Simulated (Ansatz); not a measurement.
NaBr (rock salt)

```
NaBr
1.0
    0.00000     3.01799     3.01799
    3.01799     0.00000     3.01799
    3.01799     3.01799     0.00000
Br Na
1 1
Direct
  0.00000   0.00000   0.00000
  0.50000   0.50000   0.50000
```

Equation-of-state scan: isotropic scaling of the cell above, V₀ being its volume. Symmetry pins the atoms to their sites.

Level of theory: PBE (plane waves to 420 eV, PAW, scalar-relativistic; Ansatz, a quantum-chemistry and plane-wave program). k mesh 10×10×10 (Γ-centred), Fermi-Dirac smearing 0.05 eV. The energy includes the smearing's −TS. NaBr was relaxed with its symmetry unable to fall. The zero of ΔE is the relaxed starting cell.

Task: Give the computed ΔE (meV/atom) at V/V₀ = 0.900, 0.925, 0.950, 0.975, 1.025, 1.050, 1.075, 1.100.

Result: 
```csv
V/V₀,ΔE (meV/atom)
0.900,20.2
0.925,10.8
0.950,4.6
0.975,1.1
1.025,1.0
1.050,3.8
1.075,8.2
1.100,13.9
```

(Under strain, the slope of the energy per volume gives the stress and its curvature an elastic modulus.)
